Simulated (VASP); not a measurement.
Input:

```yaml
crystal:
  lattice:
    - [0.00000, 3.11584, 3.11584]
    - [3.11584, 0.00000, 3.11584]
    - [3.11584, 3.11584, 0.00000]
  atoms:
    - { symbol: Al, position: [0.00000, 0.00000, 0.00000] }
    - { symbol: Sb, position: [0.25000, 0.25000, 0.25000] }
```

Level of theory: PBE GGA, VASP's PBE PAW potentials (set 64) (plane waves; VASP). Run with 400 eV cut-off, 13×13×13 Γ-centred mesh, Gaussian smearing of 0.010 eV, potentials Al Sb.

Question: Predict the energy per atom (σ→0).

Answer: 
| Quantity | Result |
|---|---|
| energy per atom (σ→0) | -396.3 kJ/mol-atom |

The absolute energy has meaning only against runs of the same code, potentials and settings.

The compound is AlSb in the zinc blende structure. It was relaxed first.
